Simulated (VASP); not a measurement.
SnTe, 2 atoms in the cell. Symmetry: Fm-3m, No. 225, cubic system. The conventional cell has a = 6.302 Å, b = 6.302 Å, c = 6.302 Å, α = 90.00°, β = 90.00°, γ = 90.00°. Around Te (site symmetry m-3m) lie 6 Sn at 3.15 Å. Around Sn (site symmetry m-3m) lie 6 Te at 3.15 Å. 

- Program: VASP 6.6.1
- Task: atomic charges
- Functional: HSE06
- Dispersion: D3(BJ)
- Potentials or basis: VASP PAW PBE potentials, release 64 (Te, Sn)
- Cutoff: 500 eV
- k mesh: 4 × 4 × 4
- Occupations: gaussian, width 0.01 eV
- Spin: no spin polarisation
- Grid for exact exchange (PRECFOCK): Fast
- Screening parameter: 0.2 1/A
- Further INCAR settings: ALGO = Normal; EDIFF = 1e-06

Potentials or basis: VASP PAW PBE potentials, release 64 (Te, Sn).

Launch:

```console
$ cat potpaw_PBE.64/Te/POTCAR potpaw_PBE.64/Sn/POTCAR > POTCAR
$ cp INCAR.step1 INCAR
$ mpirun -np 1 vasp_std > vasp.out
$ cp INCAR.step2 INCAR
$ mpirun -np 1 vasp_std > vasp.out
```

Hardware: 1 thread of Intel(R) Xeon(R) Platinum 8488C (Sapphire Rapids), with other jobs on the host.

How long does it take, and how much memory?

Run time: 70 s on 1 thread of Intel(R) Xeon(R) Platinum 8488C (Sapphire Rapids), on a shared host, peak memory 0.28 GiB. Counts: scf iterations 8, k points 8.
